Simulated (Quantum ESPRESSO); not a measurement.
The system is BaH2.

```
Ba H
1.0
     4.46203    0.00000    0.00000
    -2.23101    3.86423    0.00000
     0.00000    0.00000    6.05529
Ba H
2 4
Direct
  0.33333 0.66667 0.25000
  0.66667 0.33333 0.75000
  0.00000 0.00000 0.00000
  0.00000 0.00000 0.50000
  0.66667 0.33333 0.25000
  0.33333 0.66667 0.75000
```

The cell comes from a database or a generator and needn't be the stable form of this composition.

Base run:

- Program: Quantum ESPRESSO 7.5
- Functional: LDA
- Potentials or basis: GBRV 1.5 LDA
- Cutoff: 612 eV
- Density cutoff: 4898 eV
- k mesh: 6 × 6 × 4
- Occupations: fermi-dirac, width 0.05 eV
- Spin: no spin polarisation

Its results: band gap on the k mesh 1.42 eV, indirect (least direct gap 2.52 eV); pressure -3.3 GPa; electronic dielectric tensor (diagonal) 5.57, 5.57, 4.95.

**Question.** The run is repeated on the same cell with these changes: k mesh from 6 × 6 × 4 to 4 × 4 × 4. What comes out?

**Answer.** Band gap on the k mesh 1.80 eV, indirect (least direct gap 2.51 eV); pressure -3.3 GPa; electronic dielectric tensor (diagonal) 5.92, 5.92, 4.94.

Caveats: the cell is more than 3 GPa from zero pressure, which shifts response properties; on a mesh that holds Γ this program's dielectric tensor can be off by some percent beyond the error of the mesh; spin-orbit coupling is left out, which moves the levels of the heavy elements.

A k mesh can miss the band edges.
